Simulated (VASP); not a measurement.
A run of VASP 6.6.1 is set up as follows.

Contents of POSCAR:

```
Ho
3.5274
    0.000000000000      0.707105898169      0.707105898169
    0.707105898169      0.000000000000      0.707105898169
    0.707105898169      0.707105898169      0.000000000000
Ho
1
Direct
    0.0000000000      0.0000000000      0.0000000000
```

INCAR.step1

```
ALGO = Normal
EDIFF = 1E-8
EDIFFG = -0.002
ENCUT = 600
GGA = PE
IBRION = 2
ISIF = 3
ISMEAR = -1
ISPIN = 2
IVDW = 11
LASPH = True
LCHARG = False
LDAU = True
LDAUJ = 0
LDAUL = 3
LDAUPRINT = 1
LDAUTYPE = 2
LDAUU = 7
LMAXMIX = 6
LORBIT = 11
LREAL = False
LWAVE = False
MAGMOM = 4
NELM = 150
NSW = 40
NUPDOWN = 0
PREC = Accurate
SIGMA = 0.05
```

File INCAR.step2:

```
ALGO = Normal
EDIFF = 1E-8
ENCUT = 600
GGA = PE
IBRION = 6
ISIF = 2
ISMEAR = -1
ISPIN = 2
IVDW = 11
LASPH = True
LCHARG = False
LDAU = True
LDAUJ = 0
LDAUL = 3
LDAUPRINT = 1
LDAUTYPE = 2
LDAUU = 7
LMAXMIX = 6
LORBIT = 11
LREAL = False
LWAVE = False
MAGMOM = 4
NELM = 150
NFREE = 2
NSW = 1
NUPDOWN = 0
POTIM = 0.015
PREC = Accurate
SIGMA = 0.05
```

KPOINTS

```
k-points
0
Gamma
  7 7 7
```

Potentials or basis: VASP PAW PBE potentials, release 64 (Ho_3), 4f in core.

Run with:

```bash
$ cat potpaw_PBE.64/Ho_3/POTCAR > POTCAR
$ cp INCAR.step1 INCAR
$ mpirun -np 1 vasp_std > vasp.out
$ cp CONTCAR POSCAR
$ cp INCAR.step2 INCAR
$ mpirun -np 1 vasp_std > vasp.out
```

What does it give for the dispersion energy per atom?

-0.322 eV.

Estimate the relaxed volume.

29.47 Å³/atom.

Estimate the space group after relaxing (to 0.05 Å).

Fm-3m (No. 225).

Estimate the relaxed cell.

a = 3.467 Å, b = 3.467 Å, c = 3.467 Å, α = 60.00°, β = 60.00°, γ = 60.00°.

The path:
| step | energy change (eV) | largest force (eV/Å) | pressure (GPa) | volume (Å³) |
| --- | --- | --- | --- | --- |
| 1 | 0.0000 | 0.0000 | -2.14 | 31.03 |
| 2 | -0.0105 | 0.0000 | 0.42 | 29.21 |
| 3 | -0.0109 | 0.0000 | 0.00 | 29.47 |

Caveat: the magnetic or orbital state may not be the lowest; the moment is held away from its start; U is put on an f shell that these potentials keep in the core, so it has next to no effect; the total moment is fixed, so each spin has its own Fermi level. The state reached can hang on the start; a lower one may exist.
